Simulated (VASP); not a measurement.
# Cu in VASP: notebook, part 2 of 2

VASP 6.6.1. The steps go on from the part before.

## Step 4: Single point, RPBE

INCAR

```
SYSTEM = Cu
PREC = Accurate ; ENCUT = 400
EDIFF = 1E-6 ; ISMEAR = 1
SIGMA = 0.1 ; LREAL = Auto
LASPH = .True. ; NELM = 100
ALGO = Fast ; ISIF = 2
LWAVE = .False. ; LCHARG = .False.
GGA = RP ; ISYM = 0
KPAR = 4
```

KPOINTS

```
regular mesh
0
Gamma
  6 6 1
  0 0 0
```

POSCAR

```
Cu                                      
1.0
    5.1053109602      0.0000000000      0.0000000000
    2.5526554801      4.4213289857      0.0000000000
    0.0000000000      0.0000000000     22.7527034153
  Cu            
    16
Selective dynamics
Direct
     0.0000000000000000    0.0000000000000000    0.1098770529999982   F   F   F
     0.5000000000000000    0.0000000000000000    0.1098770529999982   F   F   F
     0.0000000000000000    0.5000000000000000    0.1098770529999982   F   F   F
     0.5000000000000000    0.5000000000000000    0.1098770529999982   F   F   F
     0.1666666667000030    0.1666666667000030    0.2014808696999992   F   F   F
     0.6666666667000030    0.1666666667000030    0.2014808696999992   F   F   F
     0.1666666667000030    0.6666666667000030    0.2014808696999992   F   F   F
     0.6666666667000030    0.6666666667000030    0.2014808696999992   F   F   F
     0.8333330540038997    0.3333332149052282    0.2904826389490155   T   T   T
     0.3333332377057761    0.3333330782977839    0.2904826247756413   T   T   T
     0.8333329004374662    0.8333331837950405    0.2904826374015232   T   T   T
     0.3333332695599081    0.8333331057942794    0.2904826409390371   T   T   T
     0.0000001320348110    0.0000000895856895    0.3801826412053663   T   T   T
     0.5000001780034286    0.0000001545059038    0.3801826083221543   T   T   T
     0.0000001864983253    0.5000001959257272    0.3801825707021380   T   T   T
     0.5000001542146477    0.5000001379418556    0.3801826133281608   T   T   T
```

The run is started by

```bash
cat potpaw_PBE.64/Cu/POTCAR > POTCAR
mpirun -np 4 vasp_std > vasp.out
```

It took 4.5 min on 4 MPI ranks of Intel Xeon 6975P-C (Granite Rapids), shared host; peak memory 0.74 GiB.

The run converged. Its results:

```yaml
Free_energy: -48.7597 eV
Largest_force: 0.349 eV/Å
Band_gap_on_the_k_mesh: none (metal or under the smearing width)
```

Forces in eV/Å, atoms in the order of the input:
```
Cu   0.000  0.000 -0.169
Cu   0.000  0.000 -0.169
Cu   0.000  0.000 -0.169
Cu   0.000  0.000 -0.169
Cu   0.000  0.000 -0.264
Cu   0.000  0.000 -0.264
Cu   0.000  0.000 -0.264
Cu   0.000  0.000 -0.264
Cu   0.000  0.000  0.084
Cu   0.000  0.000  0.084
Cu   0.000  0.000  0.084
Cu   0.000  0.000  0.084
Cu   0.000  0.000  0.349
Cu   0.000  0.000  0.349
Cu   0.000  0.000  0.349
Cu   0.000  0.000  0.349
```

Levels at points of the mesh, in eV from the Fermi level:
```
           k point  band 84  band 85  band 86  band 87  band 88  band 89  band 90  band 91  band 92  band 93
(0.00, 0.00, 0.00)    -1.11    -0.15    -0.15    -0.15    -0.09     0.87     0.87     0.87     1.44     1.44
(0.50, 0.00, 0.00)    -1.40    -0.96    -0.96    -0.04    -0.04     0.60     0.60     1.02     1.02     2.06
(0.50, 0.50, 0.00)    -1.40    -0.96    -0.96    -0.04    -0.04     0.60     0.60     1.02     1.02     2.06
(0.00, 0.50, 0.00)    -1.40    -0.96    -0.96    -0.04    -0.04     0.60     0.60     1.02     1.02     2.06
```

Caveat: the PAW data sets were made with another functional, which shifts forces and pressure a little.

## Step 5: Single point, RPBE+D3(BJ)

Changes to INCAR since step 4:

```diff
@@ -7,3 +7,3 @@
 LWAVE = .False. ; LCHARG = .False.
-GGA = RP ; ISYM = 0
-KPAR = 4
+GGA = RP ; IVDW = 12
+ISYM = 0 ; KPAR = 4
```

KPOINTS is that of step 4.

POSCAR is that of step 4.

Potentials or basis: VASP PAW PBE potentials, release 64 (Cu).

The run is started by

```bash
cat potpaw_PBE.64/Cu/POTCAR > POTCAR
mpirun -np 4 vasp_std > vasp.out
```

OUTCAR:

```text
SYSTEM = Cu
   PREC = Accurate
   ENCUT = 400
   EDIFF = 1E-6
   ISMEAR = 1
   LREAL = Auto
   LASPH = .True.
   NELM = 100
   ISIF = 2
   GGA = RP
   IVDW = 12
   ISYM = 0
 IVDW          = 12

 ion  position               nearest neighbor table
   1  0.000  0.000  0.110-   3 2.55   3 2.55   4 2.55   4 2.55   2 2.55   2 2.55   7 2.55   6 2.55
                             5 2.55
   2  0.500  0.000  0.110-   4 2.55   3 2.55   4 2.55   3 2.55   1 2.55   1 2.55   8 2.55   5 2.55
                             6 2.55
   3  0.000  0.500  0.110-   1 2.55   1 2.55   2 2.55   2 2.55   4 2.55   4 2.55   5 2.55   8 2.55
                             7 2.55
   4  0.500  0.500  0.110-   2 2.55   1 2.55   2 2.55   1 2.55   3 2.55   3 2.55   6 2.55   7 2.55
                             8 2.55
   5  0.167  0.167  0.201-  10 2.50  12 2.50   9 2.50   7 2.55   7 2.55   8 2.55   8 2.55   6 2.55
                             6 2.55   3 2.55   2 2.55   1 2.55
   6  0.667  0.167  0.201-   9 2.50  10 2.50  11 2.50   8 2.55   7 2.55   8 2.55   7 2.55   5 2.55
                             5 2.55   4 2.55   1 2.55   2 2.55
   7  0.167  0.667  0.201-  12 2.50  10 2.50  11 2.50   5 2.55   5 2.55   6 2.55   6 2.55   8 2.55
                             8 2.55   1 2.55   4 2.55   3 2.55
   8  0.667  0.667  0.201-  11 2.50  12 2.50   9 2.50   6 2.55   5 2.55   6 2.55   5 2.55   7 2.55
                             7 2.55   2 2.55   3 2.55   4 2.55
[... 2253 lines left out ...]
    100       4.5058      0.00000
 [bands above 100 left out]

------------------------ aborting loop because EDIFF is reached ----------------------------------------

 Edisp (eV)  -38.87480

 E8    (eV) :   -25.3150

  FORCE on cell =-STRESS in cart. coord.  units (eV):
  Direction    XX          YY          ZZ          XY          YZ          ZX
  --------------------------------------------------------------------------------------
  -------------------------------------------------------------------------------------
  Total     -34.06197   -34.06205   -23.32312     0.00007    -0.00000    -0.00000
  in kB    -106.26062  -106.26085   -72.75942     0.00021    -0.00001    -0.00001
  external pressure =      -95.09 kB  Pullay stress =        0.00 kB

 VOLUME and BASIS-vectors are now :
 -----------------------------------------------------------------------------
  energy-cutoff  :      400.00
  volume of cell :      513.58
      direct lattice vectors                 reciprocal lattice vectors
     5.105310960  0.000000000  0.000000000     0.195874455 -0.113088169  0.000000000
     2.552655480  4.421328986  0.000000000     0.000000000  0.226176338  0.000000000
     0.000000000  0.000000000 22.752703415     0.000000000  0.000000000  0.043950821

 POSITION                                       TOTAL-FORCE (eV/Angst)
 -----------------------------------------------------------------------------------
      0.00000      0.00000      2.50000        -0.000006     -0.000003      0.997586
      2.55266      0.00000      2.50000        -0.000006     -0.000004      0.997587
      1.27633      2.21066      2.50000        -0.000007     -0.000003      0.997586
      3.82898      2.21066      2.50000        -0.000006     -0.000003      0.997587
      1.27633      0.73689      4.58423        -0.000004     -0.000002     -0.090374
      3.82898      0.73689      4.58423        -0.000003     -0.000002     -0.090377
[... 8 lines left out ...]
      1.27633      2.21067      8.65018         0.000001     -0.000001     -0.809123
      3.82898      2.21067      8.65018         0.000005      0.000002     -0.809117
 -----------------------------------------------------------------------------------
    total drift:                                0.000028      0.000017      0.003556

  FREE ENERGIE OF THE ION-ELECTRON SYSTEM (eV)
  ---------------------------------------------------
  free  energy   TOTEN  =       -87.6344861428 eV

  energy  without entropy=      -87.6348519627  energy(sigma->0) =      -87.63460808
```

Wall time 4.4 min (4 MPI ranks of Intel Xeon 6975P-C (Granite Rapids), shared host); peak memory 0.73 GiB.

What came out:

* Free energy: -87.6345 eV
* Largest force: 0.998 eV/Å
* Band gap on the k mesh: none (metal or under the smearing width)
* Dispersion energy per atom: -2.430 eV

Forces on the atoms (eV/Å):
```
Cu   0.000  0.000  0.998
Cu   0.000  0.000  0.998
Cu   0.000  0.000  0.998
Cu   0.000  0.000  0.998
Cu   0.000  0.000 -0.090
Cu   0.000  0.000 -0.090
Cu   0.000  0.000 -0.090
Cu   0.000  0.000 -0.090
Cu   0.000  0.000 -0.098
Cu   0.000  0.000 -0.098
Cu   0.000  0.000 -0.098
Cu   0.000  0.000 -0.098
Cu   0.000  0.000 -0.809
Cu   0.000  0.000 -0.809
Cu   0.000  0.000 -0.809
Cu   0.000  0.000 -0.809
```

Caveat: the PAW data sets were made with another functional, which shifts forces and pressure a little.

## Step 6: Summary

| task | level | cell | atoms held fixed (from 0) | gap on the mesh (eV) | largest force (eV/Å) |
| --- | --- | --- | --- | --- | --- |
| relaxation of the atoms | PBE+D3(BJ) | atoms relaxed | [0, 1, 2, 3, 4, 5, 6, 7] | none | - |
| single point | PBE | P3m1, 32.1 Å³/atom | - | none | 0.25 |
| single point | RPBE | P3m1, 32.1 Å³/atom | - | none | 0.35 |
| single point | RPBE+D3(BJ) | P3m1, 32.1 Å³/atom | - | none | 1.00 |

Alike in all rows: potentials or basis VASP PAW PBE potentials, release 64 (Cu); no spin polarisation; k mesh 6 × 6 × 1; cutoff (eV) 400; smearing methfessel-paxton 0.1 eV.

Every run on the cell as given and a fine mesh finds a metal.

Caveats: the PAW data sets were made with another functional, which shifts forces and pressure a little (some runs).

Total energies depend on the potentials used, so only differences within one code and one set of settings carry meaning.
